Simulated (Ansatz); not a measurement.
**Al2Cu under changes of volume**

One of the cells (16.242 Å³/atom); the others are scaled copies at fixed shape and fractional positions:

```
CELL_PARAMETERS angstrom
4.10518 0.00000 0.00000
0.00000 4.10518 0.00000
0.00000 0.00000 2.89131
ATOMIC_POSITIONS crystal
Cu 0.00000 0.00000 0.00000
Al 0.00000 0.50000 0.50000
Al 0.50000 0.00000 0.50000
```

The cell comes from a database or a generator and needn't be the stable form of this composition.

| Quantity | Value |
| --- | --- |
| Program | Ansatz 0.2.0 |
| Functional | r2SCAN |
| Potentials or basis | Ansatz PAW |
| Cutoff | 500 eV (not typed: the program's choice for these potentials) |
| k mesh | 7 × 7 × 9 |
| Occupations | fermi-dirac, width 0.05 eV |
| Spin | no spin polarisation |

```csv
volume (Å³/atom),energy over the lowest point (meV/atom),pressure (GPa)
15.267,8.25,4.5
15.592,1.76,2.0
15.917,0.00,-0.2
16.242,2.44,-2.1
16.567,8.62,-3.9
16.892,?,?
17.216,30.48,-6.8
```

Task: What does the run at 16.892 Å³/atom give?

Result: Energy over the lowest point 18.09 meV/atom; pressure -5.4 GPa.

Worked out: A Birch-Murnaghan fit of order 3 (a polynomial in V^(-2/3)) to the other rows has its minimum at 15.88 Å³/atom with B0 = V·E''(V) = 102 GPa and B' = 4.8 at fixed shape and positions, which overstates the stiffness. It gives 18.10 meV/atom at 16.892 Å³/atom, against the run's 18.09, and -dE/dV = -5.4 GPa, against -5.4.

Energies are extrapolated to zero smearing.

Caveats: the PAW data sets come from PBE, with cores solved anew for the run's functional, which leaves a small shift of forces and pressure.
